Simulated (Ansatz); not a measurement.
Runs of Ansatz 0.2.0 on PtSe2 (Sudovikovite). The structure is trigonal, space group P-3m1 (No. 164). The conventional cell has a = 3.724 Å, b = 3.724 Å, c = 5.062 Å, α = 90.00°, β = 90.00°, γ = 120.00°. Around Pt (site symmetry -3m) lie 6 Se at 2.49 Å. Se (site symmetry 3m) is surrounded by 3 Pt at 2.49 Å. 

```tsv
task	level	potentials or basis	U	cell	k mesh	cutoff (eV)	points for each segment of the path	hubbard projectors	double counting	mesh quality	gap on the mesh (eV)	pressure (GPa)	relaxed volume (Å³/atom)	largest force (eV/Å)
single point	PBE	Ansatz PAW	-	as given	3 × 3 × 2	420	-	-	-	coarse	none	7.1	-	(c)
band structure	PBE	PseudoDojo standard (PBE files)	-	as given	8 × 8 × 5	1170	14	-	-	not flagged	none	7.2	-	(a)
band structure	LDA+U	Ansatz PAW	Pt d U = 8 eV	as given	8 × 8 × 5	420	14	ortho-atomic (the default)	fll (the default)	not flagged	none	0.4	-	(b)
relaxation of cell and atoms	r2SCAN+U	Ansatz PAW	Pt d U = 8 eV	relaxed	8 × 8 × 5	500	-	ortho-atomic (the default)	fll (the default)	not flagged	-	0.0	20.95	0.01
band structure	PBE+U	Ansatz PAW	Pt d U = 6 eV	as given	8 × 8 × 5	420	14	ortho-atomic (the default)	fll (the default)	not flagged	none	7.8	-	0.76
band structure	RPBE	Ansatz PAW	-	as given	8 × 8 × 5	420	14	-	-	not flagged	none	9.8	-	(d)
relaxation of cell and atoms	exchange-only PBE	Ansatz PAW	-	relaxed	8 × 8 × 5	420	-	-	-	not flagged	1.08	0.0	37.12	-
```

Alike in all rows: no spin polarisation; smearing fermi-dirac 0.05 eV.

**Question.** Estimate the missing entries.

**Answer.** (a) 0.59; (b) 0.42; (c) 0.47; (d) 0.64.

Caveats: some runs use coarse meshes; spin-orbit coupling is left out, which moves the levels of the heavy elements (some runs); the PAW data sets come from PBE, with cores solved anew for the run's functional, which leaves a small shift of forces and pressure (some runs); U without spin polarisation on a metal has little footing (some runs); the plane-wave basis is chosen anew once the cell has moved, so the energies of steps on either side of that aren't comparable (some runs); the volume moved by over 15 % at a fixed basis, so the end points are rough (some runs); odd divisions of the mesh miss points on the zone boundary, where band edges often lie, so the gap on the mesh can be too wide (some runs); the volume moved by +83 % from the deposited cell, more than functionals usually miss (some runs).

A k mesh can miss the band edges, and the runs leave out spin-orbit coupling on Pt, Se.

A gap of «none» marks a metal or a gap under the smearing width.
